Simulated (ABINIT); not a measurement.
# MgS (F-43m) in ABINIT: a series of runs

One crystal, MgS, is run at these levels: LDA; tasks: relaxation of cell and atoms, single point.

All numbers are computed with ABINIT 10.8.3 (patched build); they aren't measurements. Logs are shortened: lines on timing, memory, paths and dates and some standing lists are left out, and cuts for length are marked. The log counts tension as positive stress, the text compression.

## 1. The crystal as given

The structure is cubic, space group F-43m (No. 216). Conventional cell: a = 5.666 Å, b = 5.666 Å, c = 5.666 Å, α = 90.00°, β = 90.00°, γ = 90.00°. S (site symmetry -43m) is surrounded by 4 Mg at 2.45 Å. Mg (site symmetry -43m) is surrounded by 4 S at 2.45 Å.

The cell comes from a database or a generator and needn't be the stable form of this composition.

## 2. Relaxation of cell and atoms, LDA

Contents of run.abi:

```
pp_dirpath "./"
pseudos "S.hgh, Mg.hgh"

acell 3*1.0
rprim
     0.0000000000     5.3538209666     5.3538209666
     5.3538209666     0.0000000000     5.3538209666
     5.3538209666     5.3538209666     0.0000000000
ntypat 2
znucl 16 12
natom 2
typat 1 2
chkprim 0
chksymtnons 0
tolsym 1.0e-6
xred
            1/4            1/4            1/4
            0.0            0.0            0.0

ecut 28.0
ecutsm 0.5

kptopt 1
ngkpt 6 6 6
nshiftk 1
shiftk 0.0 0.0 0.0

ixc 7

nband 8
occopt 3
tsmear 0.00183747

nstep 80
tolvrs 1.0e-12

iomode 3
prteig 0
prtebands 0
prtwf 0
prtden 0

ionmov 2
optcell 2
ntime 50
tolmxf 2.0e-5
dilatmx 1.08
```

Potentials or basis: HGH LDA.

Launch:

```bash
abinit run.abi > log 2>&1
```

run.abo:

```text
.Version 10.8.3 of ABINIT
 Symmetries : space group F-4 3 m (#216); Bravais cF (face-center cubic)
================================================================================
 Values of the parameters that define the memory need of the present run
     intxc =       0    ionmov =       2      iscf =       7    lmnmax =       3
     lnmax =       3     mgfft =      40  mpssoang =       2    mqgrid =    3001
     natom =       2  nloc_mem =       1    nspden =       1   nspinor =       1
    nsppol =       1      nsym =      24    n1xccc =       0    ntypat =       2
    occopt =       3   xclevel =       1
       mpw =        2761          nfft =       64000          nkpt =          16
================================================================================
================================================================================

--------------------------------------------------------------------------------
------------- Echo of variables that govern the present computation ------------
--------------------------------------------------------------------------------
 -outvars: echo values of preprocessed input variables --------
            acell      1.0000000000E+00  1.0000000000E+00  1.0000000000E+00 Bohr
              amu      3.20660000E+01  2.43050000E+01
          chkprim           0
      chksymtnons           0
          dilatmx      1.08000000E+00
             ecut      2.80000000E+01 Hartree
           ecutsm      5.00000000E-01 Hartree
           ionmov           2
              ixc           7
         kptrlatt        6    0    0      0    6    0      0    0    6
          kptrlen      4.54286773E+01
            natom           2
            nband           8
            ngfft          40      40      40
             nkpt          16
            nstep          80
             nsym          24
            ntime          50
           ntypat           2
           occopt           3
          optcell           2
           prtden           0
        prtebands           0
           prteig           0
            prtwf           0
            rprim      0.0000000000E+00  5.3538209666E+00  5.3538209666E+00
                       5.3538209666E+00  0.0000000000E+00  5.3538209666E+00
                       5.3538209666E+00  5.3538209666E+00  0.0000000000E+00
          spgroup         216
           tolmxf      2.00000000E-05
           tolsym      1.00000000E-06
           tolvrs      1.00000000E-12
           tsmear      1.83747000E-03 Hartree
            typat      1  2
           xangst      1.4165600224E+00  1.4165600224E+00  1.4165600224E+00
                       0.0000000000E+00  0.0000000000E+00  0.0000000000E+00
            xcart      2.6769104833E+00  2.6769104833E+00  2.6769104833E+00
                       0.0000000000E+00  0.0000000000E+00  0.0000000000E+00
             xred      2.5000000000E-01  2.5000000000E-01  2.5000000000E-01
                       0.0000000000E+00  0.0000000000E+00  0.0000000000E+00
[... 541 lines left out ...]
 Difference of energy with previous step (new-old):
           Absolute (Ha)=-8.68414E-09
           Relative     =-7.72172E-10

 At Broyd/MD step   5, gradients are converged :
  max grad (force/stress) = 8.6947E-07 < tolmxf= 2.0000E-05 ha/bohr (free atoms)

================================================================================

 ----iterations are completed or convergence reached----

 Mean square residual over all n,k,spin=   41.221E-17; max=  27.408E-15
 reduced coordinates (array xred) for    2 atoms
       0.250000000000      0.250000000000      0.250000000000
       0.000000000000      0.000000000000      0.000000000000
 rms dE/dt=  0.0000E+00; max dE/dt=  0.0000E+00; dE/dt below (all hartree)
    1       0.000000000000      0.000000000000      0.000000000000
    2       0.000000000000      0.000000000000      0.000000000000

 cartesian coordinates (angstrom) at end:
    1      1.39031109281686     1.39031109281686     1.39031109281686
    2      0.00000000000000     0.00000000000000     0.00000000000000

 cartesian forces (hartree/bohr) at end:
    1     -0.00000000000000    -0.00000000000000    -0.00000000000000
    2     -0.00000000000000    -0.00000000000000    -0.00000000000000
 frms,max,avg= 0.0000000E+00 0.0000000E+00   0.000E+00  0.000E+00  0.000E+00 h/b

 cartesian forces (eV/Angstrom) at end:
    1     -0.00000000000000    -0.00000000000000    -0.00000000000000
    2     -0.00000000000000    -0.00000000000000    -0.00000000000000
 frms,max,avg= 0.0000000E+00 0.0000000E+00   0.000E+00  0.000E+00  0.000E+00 e/A
 length scales=  7.431146936045  7.431146936045  7.431146936045 bohr
              =  3.932393606759  3.932393606759  3.932393606759 angstroms
 Fermi (or HOMO) energy (hartree) =   0.17741   Average Vxc (hartree)=  -0.30359
 Eigenvalues (hartree) for nkpt=  16  k points:
 kpt#   1, nband=  8, wtk=  0.00463, kpt=  0.0000  0.0000  0.0000 (reduced coord)
  -0.30836    0.11253    0.11253    0.11253    0.23910    0.40122    0.40122    0.40122
      occupation numbers for kpt#   1
   2.00000    2.00000    2.00000    2.00000    0.00000    0.00000    0.00000    0.00000
 prteigrs : prtvol=0 or 1, do not print more k-points.

--- !EnergyTerms
iteration_state     : {dtset: 1, itime: 5, icycle: 1, }
comment             : Components of total free energy in Hartree
kinetic             :  4.38791291809076E+00
hartree             :  2.00461786052782E+00
xc                  : -2.72971423779653E+00
Ewald energy        : -9.64109500654844E+00
psp_core            : -2.24744305051461E-01
local_psp           : -7.35633411206319E+00
non_local_psp       :  2.31296587148167E+00
internal            : -1.12463910113594E+01
'-kT*entropy'       :  6.26636733023536E-16
total_energy        : -1.12463910113594E+01
total_energy_eV     : -3.06029889683429E+02
band_energy         : -2.11382579621823E-01
...

 Cartesian components of stress tensor (hartree/bohr^3)
  sigma(1 1)=  8.69474721E-09  sigma(3 2)=  0.00000000E+00
  sigma(2 2)=  8.69474721E-09  sigma(3 1)=  0.00000000E+00
  sigma(3 3)=  8.69474721E-09  sigma(2 1)=  0.00000000E+00

-Cartesian components of stress tensor (GPa)         [Pressure= -2.5581E-04 GPa]
- sigma(1 1)=  2.55808295E-04  sigma(3 2)=  0.00000000E+00
- sigma(2 2)=  2.55808295E-04  sigma(3 1)=  0.00000000E+00
- sigma(3 3)=  2.55808295E-04  sigma(2 1)=  0.00000000E+00

== END DATASET(S) ==============================================================
================================================================================

 -outvars: echo values of variables after computation  --------
            acell      7.4311469360E+00  7.4311469360E+00  7.4311469360E+00 Bohr
           etotal     -1.1246391011E+01
            fcart     -0.0000000000E+00 -0.0000000000E+00 -0.0000000000E+00
                      -0.0000000000E+00 -0.0000000000E+00 -0.0000000000E+00
            rprim      0.0000000000E+00  7.0710678119E-01  7.0710678119E-01
                       7.0710678119E-01  0.0000000000E+00  7.0710678119E-01
                       7.0710678119E-01  7.0710678119E-01  0.0000000000E+00
           strten      8.6947472145E-09  8.6947472145E-09  8.6947472144E-09
                       0.0000000000E+00  0.0000000000E+00  0.0000000000E+00
           xangst      1.3903110928E+00  1.3903110928E+00  1.3903110928E+00
                       0.0000000000E+00  0.0000000000E+00  0.0000000000E+00
             xred      2.5000000000E-01  2.5000000000E-01  2.5000000000E-01
                       0.0000000000E+00  0.0000000000E+00  0.0000000000E+00
 Calculation completed.
```

Wall time 30 s (1 thread of Arm Neoverse V2, shared host); peak memory 0.07 GiB.

Results:

* Free energy: -306.0299 eV
* Relaxed volume: 21.50 Å³/atom
* Relaxed cell: a = 3.932 Å, b = 3.932 Å, c = 3.932 Å, α = 60.00°, β = 60.00°, γ = 60.00°
* Space group after relaxing (to 0.05 Å): F-43m (No. 216)
* Energy gained by relaxing: 12.0 meV/atom
* Ionic steps: 5
* Pressure after relaxing: 0.0 GPa
* Band gap on the k mesh: 3.44 eV, direct

Step by step:
| step | energy change (eV) | largest force (eV/Å) | pressure (GPa) | volume (Å³) |
| --- | --- | --- | --- | --- |
| 1 | 0.0000 | 0.0000 | -2.97 | 45.48 |
| 2 | -0.0071 | 0.0000 | -2.53 | 45.07 |
| 3 | -0.0239 | 0.0000 | 0.19 | 42.86 |
| 4 | -0.0240 | 0.0000 | -0.01 | 43.01 |
| 5 | -0.0240 | 0.0000 | 0.00 | 43.00 |

Final structure:
```
CELL_PARAMETERS angstrom
0.00000 2.78062 2.78062
2.78062 0.00000 2.78062
2.78062 2.78062 0.00000
ATOMIC_POSITIONS crystal
S 0.25000 0.25000 0.25000
Mg 0.00000 0.00000 0.00000
```

Caveat: HGH potentials are hard and often keep d shells in the core, so these values are rough.

## 3. Single point, LDA (cell relaxed)

Contents of run.abi:

```
# Pseudopotentials
pp_dirpath "./"
pseudos "S.hgh, Mg.hgh"

# Structure
acell 3.9323936129 3.9323936129 3.9323936129 Angstrom
rprim
     0.0000000000     0.7071067812     0.7071067812
     0.7071067812     0.0000000000     0.7071067812
     0.7071067812     0.7071067812     0.0000000000
ntypat 2
znucl 16 12
natom 2
typat 1 2
xred
     0.2500000000     0.2500000000     0.2500000000
     0.0000000000     0.0000000000     0.0000000000
chkprim 0
chksymtnons 0
tolsym 1.0e-6

# Plane-wave basis
ecut 28.0

# k points
kptopt 1
ngkpt 6 6 6
nshiftk 1
shiftk 0.0 0.0 0.0

# Exchange and correlation
ixc 7

# Bands and occupations
nband 8
occopt 3
tsmear 0.00183747

# SCF cycle
nstep 100
tolvrs 1.0e-10

# Output
iomode 3
prtwf 0
prtden 0
prteig 0
prtebands 0
enunit 1
prtvol 2
```

Potentials or basis: HGH LDA.

Launch:

```bash
abinit run.abi > log 2>&1
```

run.abo:

```text
.Version 10.8.3 of ABINIT
 Symmetries : space group F-4 3 m (#216); Bravais cF (face-center cubic)
================================================================================
 Values of the parameters that define the memory need of the present run
     intxc =       0    ionmov =       0      iscf =       7    lmnmax =       3
     lnmax =       3     mgfft =      36  mpssoang =       2    mqgrid =    3001
     natom =       2  nloc_mem =       1    nspden =       1   nspinor =       1
    nsppol =       1      nsym =      24    n1xccc =       0    ntypat =       2
    occopt =       3   xclevel =       1
       mpw =        2063          nfft =       46656          nkpt =          16
================================================================================
================================================================================

--------------------------------------------------------------------------------
------------- Echo of variables that govern the present computation ------------
[... 276 lines left out ...]
- sigma(3 3)=  2.53684181E-01  sigma(2 1)=  0.00000000E+00

== END DATASET(S) ==============================================================
================================================================================

 -outvars: echo values of variables after computation  --------
            acell      7.4311469477E+00  7.4311469477E+00  7.4311469477E+00 Bohr
           etotal     -1.1246421666E+01
            fcart     -0.0000000000E+00 -0.0000000000E+00 -0.0000000000E+00
                      -0.0000000000E+00 -0.0000000000E+00 -0.0000000000E+00
            rprim      0.0000000000E+00  7.0710678120E-01  7.0710678120E-01
                       7.0710678120E-01  0.0000000000E+00  7.0710678120E-01
                       7.0710678120E-01  7.0710678120E-01  0.0000000000E+00
           strten      8.6225500551E-06  8.6225500551E-06  8.6225500551E-06
                       0.0000000000E+00  0.0000000000E+00  0.0000000000E+00
           xangst      1.3903110950E+00  1.3903110950E+00  1.3903110950E+00
                       0.0000000000E+00  0.0000000000E+00  0.0000000000E+00
             xred      2.5000000000E-01  2.5000000000E-01  2.5000000000E-01
                       0.0000000000E+00  0.0000000000E+00  0.0000000000E+00
 Calculation completed.
```

It took 4.9 s on 1 thread of Arm Neoverse V2, shared host; peak memory 0.07 GiB.

Results:

```yaml
Free_energy: -306.0307 eV
Pressure: -0.3 GPa
Band_gap_on_the_k_mesh: 3.44 eV, direct
Valence_electrons_inside_the_program's_atomic_spheres: S 4.00; Mg 0.39
```

Levels at points of the mesh, in eV from the valence-band top:
```csv
k point,band 1,band 2,band 3,band 4,band 5,band 6,band 7,band 8
"(0.00, 0.00, 0.00)",-11.45,0.00,0.00,0.00,3.44,7.86,7.86,7.86
"(0.50, 0.00, 0.00)",-10.67,-3.41,-0.36,-0.36,5.04,7.53,7.53,8.65
"(0.50, 0.50, 0.00)",-10.41,-3.05,-1.13,-1.13,3.63,5.49,11.38,12.46
```

Caveat: HGH potentials are hard and often keep d shells in the core, so these values are rough. A k mesh can miss the band edges.

## 4. Single point, LDA

Contents of run.abi:

```
pp_dirpath "./"
pseudos "S.upf, Mg.upf"

acell 3*1.0
rprim
     0.0000000000     5.3538209666     5.3538209666
     5.3538209666     0.0000000000     5.3538209666
     5.3538209666     5.3538209666     0.0000000000
ntypat 2
znucl 16 12
natom 2
typat 1 2
xred
     0.2500000000     0.2500000000     0.2500000000
     0.0000000000     0.0000000000     0.0000000000

ecut 1088.455450 eV

kptopt 1
ngkpt 6 6 6
nshiftk 1
shiftk 0.0 0.0 0.0

ixc 7

nband 12
occopt 3
tsmear 0.00183747

nstep 100
tolvrs 1.0e-10

iomode 3
prtwf 0
prteig 0
prtebands 0
prtden 1
prtvha 1
prtvclmb 1
prtpot 1
prtelf 1
```

Potentials or basis: PseudoDojo NC SR LDA v0.4.1 standard.

Launch:

```bash
mpirun --bind-to none -np 4 abinit run.abi > log 2>&1
```

Wall time 21 s (4 MPI ranks of Intel Xeon at 2.50GHz (Skylake/Cascade Lake), shared host); peak memory 0.28 GiB.

It converged, with:

| Item | Value |
| --- | --- |
| Free energy | -1916.8423 eV |
| Pressure | -2.2 GPa |
| Band gap on the k mesh | 3.17 eV, direct |
| Valence electrons inside the program's atomic spheres | S 3.94; Mg 8.32 |

Levels at points of the mesh, in eV from the valence-band top:
| k point | band 5 | band 6 | band 7 | band 8 | band 9 | band 10 | band 11 | band 12 |
| --- | --- | --- | --- | --- | --- | --- | --- | --- |
| (0.00, 0.00, 0.00) | -11.25 | 0.00 | 0.00 | 0.00 | 3.17 | 7.74 | 7.74 | 7.74 |
| (0.50, 0.00, 0.00) | -10.55 | -3.20 | -0.33 | -0.33 | 4.85 | 7.45 | 7.45 | 8.36 |
| (0.50, 0.50, 0.00) | -10.33 | -2.88 | -1.05 | -1.05 | 3.66 | 5.42 | 10.85 | 12.00 |
